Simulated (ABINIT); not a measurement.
# Hf (Fm-3m) in ABINIT: equation of state

Aim: energy against volume of Hf in PBE, for its equilibrium volume and stiffness.

All numbers are computed with ABINIT 10.8.3 (patched build); they aren't measurements. Logs are shortened: lines on timing, memory, paths and dates and some standing lists are left out, and cuts for length are marked. The log counts tension as positive stress, the text compression.

**1. The structure**

Symmetry: Fm-3m, No. 225, cubic system. Conventional cell: a = 4.440 Å, b = 4.440 Å, c = 4.440 Å, α = 90.00°, β = 90.00°, γ = 90.00°. Hf (site symmetry m-3m) is surrounded by 12 Hf at 3.14 Å.

This isn't the form of Hf at room conditions, which is hcp.

**2. Equation of state, PBE**

Input file run.abi:

```
ndtset 7
getwfk -1
scalecart1 3*0.9795861087
scalecart2 3*0.9864848297
scalecart3 3*0.9932883884
scalecart4 3*1.0000000000
scalecart5 3*1.0066227096
scalecart6 3*1.0131594038
scalecart7 3*1.0196128224

pp_dirpath "./"
pseudos "Hf.GGA_PBE-JTH.xml"

acell 3*1.0 Angstrom
rprim
     0.0000000000     2.2200000000     2.2200000000
     2.2200000000     0.0000000000     2.2200000000
     2.2200000000     2.2200000000     0.0000000000
ntypat 1
znucl 72
natom 1
typat 1
xred
     0.0000000000     0.0000000000     0.0000000000

ecut 19.0
pawecutdg 38.0

kptopt 1
ngkpt 10 10 10
nshiftk 1
shiftk 0.0 0.0 0.0

ixc 11

nband 10
occopt 3
tsmear 0.05 eV

nstep 100
tolvrs 1.0e-9

iomode 3
prtwf 1
prtden 0
prteig 0
prtebands 0
```

Potentials or basis: JTH PAW PBE v2.0.

The run is started by

```console
abinit run.abi > log 2>&1
```

run.abo:

```text
.Version 10.8.3 of ABINIT
 DATASET    1 : space group Fm -3 m (#225); Bravais cF (face-center cubic)
================================================================================
 Values of the parameters that define the memory need for DATASET  1.
     intxc =       0    ionmov =       0      iscf =      17    lmnmax =      18
     lnmax =       6     mgfft =      24  mpssoang =       3    mqgrid =    3001
     natom =       1  nloc_mem =       2    nspden =       1   nspinor =       1
    nsppol =       1      nsym =      48    n1xccc =       1    ntypat =       1
    occopt =       3   xclevel =       2
       mpw =         564          nfft =       13824          nkpt =          47
 PAW method is used; the additional fine FFT grid is defined by:
   mgfftf=        36    nfftf =     46656
================================================================================
================================================================================
[... 71 lines left out ...]
 DATASET    7 : space group Fm -3 m (#225); Bravais cF (face-center cubic)
================================================================================
 Values of the parameters that define the memory need for DATASET  7.
     intxc =       0    ionmov =       0      iscf =      17    lmnmax =      18
     lnmax =       6     mgfft =      24  mpssoang =       3    mqgrid =    3001
     natom =       1  nloc_mem =       2    nspden =       1   nspinor =       1
    nsppol =       1      nsym =      48    n1xccc =       1    ntypat =       1
    occopt =       3   xclevel =       2
       mpw =         635          nfft =       13824          nkpt =          47
 PAW method is used; the additional fine FFT grid is defined by:
   mgfftf=        36    nfftf =     46656
================================================================================
================================================================================

--------------------------------------------------------------------------------
------------- Echo of variables that govern the present computation ------------
--------------------------------------------------------------------------------
 -outvars: echo values of preprocessed input variables --------
            acell      1.8897261259E+00  1.8897261259E+00  1.8897261259E+00 Bohr
              amu      1.78490000E+02
             ecut      1.90000000E+01 Hartree
           getwfk          -1
              ixc          11
           jdtset        1    2    3    4    5    6    7
         kptrlatt       10    0    0      0   10    0      0    0   10
          kptrlen1     5.81178390E+01
          kptrlen2     5.85271330E+01
          kptrlen3     5.89307812E+01
          kptrlen4     5.93289742E+01
          kptrlen5     5.97218928E+01
          kptrlen6     6.01097082E+01
[... 32 lines left out ...]
                       2.2492138764E+00  0.0000000000E+00  2.2492138764E+00
                       2.2492138764E+00  2.2492138764E+00  0.0000000000E+00
            rprim7     0.0000000000E+00  2.2635404657E+00  2.2635404657E+00
                       2.2635404657E+00  0.0000000000E+00  2.2635404657E+00
                       2.2635404657E+00  2.2635404657E+00  0.0000000000E+00
          spgroup         225
           tolvrs      1.00000000E-09
           tsmear      1.83746611E-03 Hartree
            typat      1
           useylm           1
            znucl       72.00000

================================================================================

 chkinp: Checking input parameters for consistency, jdtset=   1.

 chkinp: Checking input parameters for consistency, jdtset=   2.
[... 43 lines left out ...]
 getcut : COMMENT -
  Note that boxcut > 2.2 ; recall that boxcut=Gcut(box)/Gcut(sphere) = 2
  is sufficient for exact treatment of convolution.
  Such a large boxcut is a waste : you could raise ecut
  e.g. ecut=   47.336467 Hartrees makes boxcut=2

--- Pseudopotential description ------------------------------------------------
- pspini: atom type   1  psp file is ./Hf.GGA_PBE-JTH.xml
 Pseudopotential format is: paw10
 basis_size (lnmax)=  6 (lmn_size= 18), orbitals=   0   0   1   1   2   2
 Spheres core radius: rc_sph= 2.41119446
 Shapefunction is SIN type: shapef(r)=[sin(pi*r/rshp)/(pi*r/rshp)]**2
 Radius for shape functions =  2.41119446
 Compensation charge density is not taken into account in XC energy/potential

   1.11394417E+03                                ecore*ucvol(ha*bohr**3)
--------------------------------------------------------------------------------

[... 1185 lines left out ...]
-Cartesian components of stress tensor (GPa)         [Pressure= -2.9480E+00 GPa]
- sigma(1 1)=  2.94797325E+00  sigma(3 2)=  0.00000000E+00
- sigma(2 2)=  2.94797325E+00  sigma(3 1)=  0.00000000E+00
- sigma(3 3)=  2.94797325E+00  sigma(2 1)=  0.00000000E+00

== END DATASET(S) ==============================================================
================================================================================

 -outvars: echo values of variables after computation  --------
            acell      1.8897261259E+00  1.8897261259E+00  1.8897261259E+00 Bohr
           etotal1    -5.0030574714E+01
           etotal2    -5.0031530325E+01
           etotal3    -5.0032205747E+01
           etotal4    -5.0032627983E+01
           etotal5    -5.0032824080E+01
           etotal6    -5.0032809590E+01
           etotal7    -5.0032607332E+01
            fcart1    -0.0000000000E+00 -0.0000000000E+00 -0.0000000000E+00
            fcart2    -0.0000000000E+00 -0.0000000000E+00 -0.0000000000E+00
            fcart3    -0.0000000000E+00 -0.0000000000E+00 -0.0000000000E+00
            fcart4    -0.0000000000E+00 -0.0000000000E+00 -0.0000000000E+00
            fcart5    -0.0000000000E+00 -0.0000000000E+00 -0.0000000000E+00
            fcart6    -0.0000000000E+00 -0.0000000000E+00 -0.0000000000E+00
            fcart7    -0.0000000000E+00 -0.0000000000E+00 -0.0000000000E+00
            rprim1     0.0000000000E+00  2.1746811613E+00  2.1746811613E+00
                       2.1746811613E+00  0.0000000000E+00  2.1746811613E+00
                       2.1746811613E+00  2.1746811613E+00  0.0000000000E+00
[... 17 lines left out ...]
                       2.2635404657E+00  2.2635404657E+00  0.0000000000E+00
           strten1    -3.7180571672E-04 -3.7180571672E-04 -3.7180571672E-04
                       0.0000000000E+00  0.0000000000E+00  0.0000000000E+00
           strten2    -2.7243015895E-04 -2.7243015895E-04 -2.7243015895E-04
                       0.0000000000E+00  0.0000000000E+00  0.0000000000E+00
           strten3    -1.8300739720E-04 -1.8300739720E-04 -1.8300739720E-04
                       0.0000000000E+00  0.0000000000E+00  0.0000000000E+00
           strten4    -1.0151543098E-04 -1.0151543098E-04 -1.0151543098E-04
                       0.0000000000E+00  0.0000000000E+00  0.0000000000E+00
           strten5    -2.7336845983E-05 -2.7336845983E-05 -2.7336845983E-05
                       0.0000000000E+00  0.0000000000E+00  0.0000000000E+00
           strten6     3.9722980052E-05  3.9722980052E-05  3.9722980052E-05
                       0.0000000000E+00  0.0000000000E+00  0.0000000000E+00
           strten7     1.0019957421E-04  1.0019957421E-04  1.0019957421E-04
                       0.0000000000E+00  0.0000000000E+00  0.0000000000E+00
 Calculation completed.
```

It took 36 s on 1 thread of Intel Xeon Platinum 8488C (Sapphire Rapids), shared host; peak memory 0.14 GiB.

What came out:

```yaml
Equilibrium_volume: 22.51 Å³/atom
Bulk_modulus: 102 GPa
Pressure_derivative_of_the_bulk_modulus: 4.0
```

Energy against volume, from the lowest point:
```
volume (Å³/atom)  energy (meV/atom)
          20.569              61.21
          21.007              35.20
          21.444              16.83
          21.882               5.34
          22.320               0.00
          22.757               0.39
          23.195               5.90
```

Caveat: pressures at fixed basis lie under the slope of the energies. Zero-point motion and thermal expansion aren't in these numbers.
